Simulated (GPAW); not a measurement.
A calculation with GPAW 26.7.0 of BN (ASE script, Cartesian positions):

The input run.py:

```python
from ase.dft.bandgap import bandgap
from ase.io import read, write
from ase.units import GPa
from gpaw import GPAW, PW

atoms = read('BN.xyz')

calc = GPAW(mode=PW(650),
            xc='PBE',
            kpts={'size': (10, 10, 7), 'gamma': True},
            occupations={'name': 'fermi-dirac', 'width': 0.05},
            nbands=11,
            maxiter=120,
            txt='gpaw.txt')
atoms.calc = calc
energy = atoms.get_potential_energy()
forces = atoms.get_forces()
stress = atoms.get_stress()
calc.write('gs.gpw')
write('result.traj', atoms)
print(f'Energy: {energy:.6f} eV')
print('Forces (eV/A):')
print(forces.round(4))
print('Stress (GPa):', (stress / GPa).round(3))
print('Fermi level:', round(calc.get_fermi_level(), 4), 'eV')
print(f'Gap: {bandgap(calc)[0]:.4f} eV, direct: {bandgap(calc, direct=True)[0]:.4f} eV')
```

BN.xyz

```xyz
2
Lattice="2.5080409239 0.0000000000 0.0000000000 -1.2467107647 2.1762310413 0.0000000000 -0.6306650796 -1.0881155206 3.0225400000" Properties=species:S:1:pos:R:3 pbc="T T T"
N      0.6410479756     -0.3484461450      2.9771988775
B      1.2297069633      2.1383559163      0.0054587072
```

Potentials or basis: GPAW PAW data sets (gpaw-data 1.2.1), pw.

Run with:

```sh
$ OMP_NUM_THREADS=1 python run.py
```

The cell comes from a database or a generator and needn't be the stable form of this composition.

**Question.** Write the same calculation in another form: ASE script, structure typed inline.

**Answer.** As run:

The input run.py:

```python
from ase import Atoms
from ase.dft.bandgap import bandgap
from ase.io import write
from ase.units import GPa
from gpaw import GPAW, PW

atoms = Atoms(['N', 'B'],
              cell=[[2.5080409239, 0.0, 0.0],
                    [-1.2467107647, 2.1762310413, 0.0],
                    [-0.6306650796, -1.0881155206, 3.02254]],
              scaled_positions=[[0.668506, 0.332385, 0.984999],
                                [0.979643, 0.983499, 0.001806]],
              pbc=True)

calc = GPAW(mode=PW(650),
            xc='PBE',
            kpts={'size': (10, 10, 7), 'gamma': True},
            occupations={'name': 'fermi-dirac', 'width': 0.05},
            nbands=11,
            maxiter=120,
            txt='gpaw.txt')
atoms.calc = calc
energy = atoms.get_potential_energy()
forces = atoms.get_forces()
stress = atoms.get_stress()
calc.write('gs.gpw')
write('result.traj', atoms)
print(f'Energy: {energy:.6f} eV')
print('Forces (eV/A):')
print(forces.round(4))
print('Stress (GPa):', (stress / GPa).round(3))
print('Fermi level:', round(calc.get_fermi_level(), 4), 'eV')
print(f'Gap: {bandgap(calc)[0]:.4f} eV, direct: {bandgap(calc, direct=True)[0]:.4f} eV')
```

Potentials or basis: GPAW PAW data sets (gpaw-data 1.2.1), pw.

Run with:

```sh
$ OMP_NUM_THREADS=1 python run.py
```

Both were run:

|  | ASE script, Cartesian positions | ASE script, structure typed inline |
| --- | --- | --- |
| Pressure | -0.2 GPa | -0.2 GPa |
| Largest force | 2.729 eV/Å | 2.729 eV/Å |
| Band gap on the k mesh | 2.92 eV, indirect (least direct gap 4.60 eV) | 2.92 eV, indirect (least direct gap 4.60 eV) |

Keys that steer only the numerical path or the files written may differ.

Caveat: the cutoff is short for stress and forces, so pressures can be off by a GPa or more; an odd mesh through Γ misses points on the zone boundary, where band edges often lie.
